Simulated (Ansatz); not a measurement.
## Relaxing Zr9O16

The calculation used DFT PBE, scalar-relativistic, plane waves, PAW in Ansatz 0.2.0. Run with 420 eV cutoff, 2×2×2 k-mesh, Gaussian smearing of 0.02 eV, no spin polarisation.

What was changed: Zr interstitial, charge +0, atoms relaxed.

In a supercell of 25 atoms the defect feels its periodic images.

Spin polarisation was left out.

Command:

```bash
ansatz run input.yaml --threads 4 --pin off --max-ram 10240MiB --backend cpu --events-out ev --progress --plain --runs-dir out
```

Input:

```yaml
crystal:
  lattice:
    - [0.0, -7.2420009745, 0.0]
    - [7.2420009745, 0.0, 0.0]
    - [-3.6210004873, 3.6210004873, 5.2824377893]
  atoms:
    - { symbol: Zr, position: [0.0, 0.0, 0.0] }
    - { symbol: Zr, position: [0.5, 0.0, 0.0] }
    - { symbol: Zr, position: [0.0, 0.5, 0.0] }
    - { symbol: Zr, position: [0.5, 0.5, 0.0] }
    - { symbol: Zr, position: [0.5, 0.5, 0.5] }
    - { symbol: Zr, position: [0.0, 0.5, 0.5] }
    - { symbol: Zr, position: [0.5, 0.0, 0.5] }
    - { symbol: Zr, position: [0.0, 0.0, 0.5] }
    - { symbol: O, position: [0.403594691, 0.153594691, 0.3071893821] }
    - { symbol: O, position: [0.903594691, 0.153594691, 0.3071893821] }
    - { symbol: O, position: [0.403594691, 0.653594691, 0.3071893821] }
    - { symbol: O, position: [0.903594691, 0.653594691, 0.3071893821] }
    - { symbol: O, position: [0.653594691, 0.403594691, 0.8071893821] }
    - { symbol: O, position: [0.153594691, 0.403594691, 0.8071893821] }
    - { symbol: O, position: [0.653594691, 0.903594691, 0.8071893821] }
    - { symbol: O, position: [0.153594691, 0.903594691, 0.8071893821] }
    - { symbol: O, position: [0.846405309, 0.596405309, 0.6928106179] }
    - { symbol: O, position: [0.346405309, 0.596405309, 0.6928106179] }
    - { symbol: O, position: [0.846405309, 0.096405309, 0.6928106179] }
    - { symbol: O, position: [0.346405309, 0.096405309, 0.6928106179] }
    - { symbol: O, position: [0.096405309, 0.346405309, 0.1928106179] }
    - { symbol: O, position: [0.596405309, 0.346405309, 0.1928106179] }
    - { symbol: O, position: [0.096405309, 0.846405309, 0.1928106179] }
    - { symbol: O, position: [0.596405309, 0.846405309, 0.1928106179] }
    - { symbol: Zr, position: [0.2443219186, 0.2625472615, 0.5117233762] }
basis:
  ecutwfc: 420
  xc_grid: 2
kpoints:
  mp_grid: { grid: [2, 2, 2], shift: [0.0, 0.0, 0.0] }
hamiltonian:
  xc: pbe
scf:
  occupations: { method: gaussian, width: 0.02 }
output:
  forces: true
  stress: false
  eigenvalues: true
  write_density: true
  write_potential: true
  elf: true
  volumetric_format: npy
relax:
  adjacent_minimum: "off"
  f_tol: 0.02
  max_steps: 60
```

F is the free energy.

Steps:

```csv
step,F − F(1) (eV),largest force component (eV/Å)
1,0.0000,4.523
2,-2.3171,1.336
3,-2.8063,0.779
4,-3.0931,0.249
5,-3.1052,0.034
6,-3.1055,0.013
```

Relaxed structure:

```yaml
crystal:
  lattice:
    - [0.00000, -7.24200, 0.00000]
    - [7.24200, 0.00000, 0.00000]
    - [-3.62100, 3.62100, 5.28244]
  atoms:
    - { symbol: Zr, position: [0.98924, 0.98997, 0.97941] }
    - { symbol: Zr, position: [0.49975, 0.00051, 0.00046] }
    - { symbol: Zr, position: [0.99977, 0.50051, 0.00046] }
    - { symbol: Zr, position: [0.51031, 0.51104, 0.02154] }
    - { symbol: Zr, position: [0.51348, 0.51422, 0.50047] }
    - { symbol: Zr, position: [0.98606, 0.51421, 0.50046] }
    - { symbol: Zr, position: [0.51349, 0.98679, 0.50047] }
    - { symbol: Zr, position: [0.98605, 0.98678, 0.50046] }
    - { symbol: O, position: [0.40731, 0.14186, 0.28319] }
    - { symbol: O, position: [0.87496, 0.14186, 0.28319] }
    - { symbol: O, position: [0.37409, 0.63717, 0.27382] }
    - { symbol: O, position: [0.89881, 0.63717, 0.27381] }
    - { symbol: O, position: [0.63003, 0.39130, 0.78206] }
    - { symbol: O, position: [0.15112, 0.39131, 0.78208] }
    - { symbol: O, position: [0.64493, 0.88901, 0.77748] }
    - { symbol: O, position: [0.13162, 0.88900, 0.77748] }
    - { symbol: O, position: [0.86310, 0.60147, 0.72713] }
    - { symbol: O, position: [0.35841, 0.62532, 0.71775] }
    - { symbol: O, position: [0.86310, 0.12619, 0.72713] }
    - { symbol: O, position: [0.35841, 0.09296, 0.71775] }
    - { symbol: O, position: [0.10898, 0.34915, 0.21887] }
    - { symbol: O, position: [0.61127, 0.36865, 0.22346] }
    - { symbol: O, position: [0.10898, 0.87025, 0.21887] }
    - { symbol: O, position: [0.61127, 0.85534, 0.22346] }
    - { symbol: Zr, position: [0.24978, 0.25050, 0.50047] }
```

The run converged. The run took 42 s on 4 threads of Oxide Virtual Turin-like Processor (Zen 5), on a shared host, peak memory 1.2 GiB.